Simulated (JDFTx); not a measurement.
Crystal: MnO.

```
Mn O
1.0
     0.00000    2.22391    2.22391
     2.22391    0.00000    2.22391
     2.22391    2.22391    0.00000
Mn O
1 1
Direct
  0.00000 0.00000 0.00000
  0.50000 0.50000 0.50000
```

The cell is a database's computed one.

Base run:

- Program: JDFTx 1.7.0 (patched build)
- Functional: RPBE
- Potentials or basis: PseudoDojo-SR-PBE-0.5-standard with smoothed tails
- Cutoff: 1306 eV
- Density cutoff: 10449 eV
- k mesh: 10 × 10 × 10
- Occupations: fermi-dirac, width 0.05 eV
- Spin: collinear spin, ferromagnetic start
- Starting moments: [4.0, 0.0] μB

Its results: band gap on the k mesh none (metal or under the smearing width); pressure 6.2 GPa; net moment 4.88 μB per cell; site moments Mn +4.60; O +0.27 μB.

Question: After a change of settings the same cell gave: band gap on the k mesh none (metal or under the smearing width); pressure 0.5 GPa; net moment 4.83 μB per cell; site moments Mn +4.55; O +0.27 μB. Which change was it?
A. functional from RPBE to PBEsol; potentials or basis from PseudoDojo-SR-PBE-0.5-standard with smoothed tails to PseudoDojo-SR-PBEsol-0.4.1-standard with smoothed tails
B. functional from RPBE to LDA; potentials or basis from PseudoDojo-SR-PBE-0.5-standard with smoothed tails to PseudoDojo-SR-LDA-0.4.1-standard with smoothed tails
C. functional from RPBE to BLYP
D. functional from RPBE to PBE

Answer: D.

PBE binds more tightly than RPBE, so the same cell stands under less pressure.

Caveats: a cell with one magnetic atom can't hold antiferromagnetic order, which such compounds often take; semilocal functionals often make such compounds metallic where correlation or magnetic order opens a gap, which also shifts bond lengths; the potentials were made for another functional, which shifts forces and pressure (some runs).

Not every run made on this cell is shown here.
